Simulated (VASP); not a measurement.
## NaI in VASP 6.6.1, single-point calculation

INCAR

```
ISIF = 2
LCHARG = .FALSE.
EDIFF = 1E-7
ISMEAR = -1
PREC = Accurate
NBANDS = 14
IBRION = -1
NELECT = 13.5
LWAVE = .FALSE.
NELM = 120
SIGMA = 0.02
GGA = PE
NSW = 0
LREAL = .FALSE.
IVDW = 21
ENCUT = 520
LASPH = .TRUE.
```

KPOINTS

```
KPOINTS created by Atomic Simulation Environment
0
Gamma
6 6 6
0 0 0
```

POSCAR

```
Na I
 1.0000000000000000
     0.0265739372750000    3.5431916337749998    3.5431916337748124
     3.5431916337749998    0.0265739372750000    3.5431916337748124
     3.5697655710000000    3.5697655710000000   -0.0000000000503750
 Na  I
   1   1
Cartesian
  0.0000000000000858  0.0000000000000858  0.0121567229373078
  1.7848827855124143  1.7848827855124143  1.7594390939375049
```

The recommended PBE PAW datasets give the neutral cell 14 valence electrons.

Command

```
mpirun -np 1 vasp_std
```

Task: How does this run end, and what does it give?

Result: It converged. Results: pressure -4.0 GPa; largest force 0.02 eV/Å.

OSZICAR

```
N       E                     dE             d eps       ncg     rms          rms(c)
DAV:   1     0.773998579665E+02    0.77400E+02   -0.58130E+03  1288   0.756E+02
DAV:   2     0.250187496190E+01   -0.74898E+02   -0.70682E+02  1312   0.195E+02
DAV:   3    -0.428475301494E+01   -0.67866E+01   -0.67041E+01  1672   0.587E+01
DAV:   4    -0.447160345762E+01   -0.18685E+00   -0.18656E+00  1600   0.100E+01
DAV:   5    -0.447655281835E+01   -0.49494E-02   -0.49489E-02  1790   0.160E+00    0.115E+00
DAV:   6    -0.462070215536E+01   -0.14415E+00   -0.66214E-02  1462   0.130E+00    0.662E-01
DAV:   7    -0.461931820521E+01    0.13840E-02   -0.10077E-02  1576   0.569E-01    0.308E-01
DAV:   8    -0.462261905110E+01   -0.33008E-02   -0.10888E-02  1486   0.498E-01    0.107E-01
DAV:   9    -0.462301305878E+01   -0.39401E-03   -0.37892E-04  1660   0.132E-01    0.595E-02
DAV:  10    -0.462294507337E+01    0.67985E-04   -0.78786E-04  1534   0.114E-01    0.366E-02
DAV:  11    -0.462295478138E+01   -0.97080E-05   -0.32242E-05  1612   0.326E-02    0.275E-02
DAV:  12    -0.462295938495E+01   -0.46036E-05   -0.14223E-05  1558   0.167E-02    0.817E-03
DAV:  13    -0.462296025950E+01   -0.87455E-06   -0.53098E-07  1720   0.419E-03    0.805E-03
DAV:  14    -0.462296105815E+01   -0.79864E-06   -0.47647E-07  1534   0.316E-03    0.818E-03
DAV:  15    -0.462296075060E+01    0.30755E-06   -0.18828E-08  1426   0.129E-03    0.275E-03
DAV:  16    -0.462296068765E+01    0.62944E-07   -0.12590E-08  1034   0.483E-04
   1 F= -.48786325E+01 E0= -.48740102E+01  d E =-.924455E-02
```

The cell is charged and sits in a uniform background.

For comparison, a separate PBE run of the intended cell, on usual settings and not on those above, gives a gap of 3.80 eV on its mesh and a pressure of 0.4 GPa.
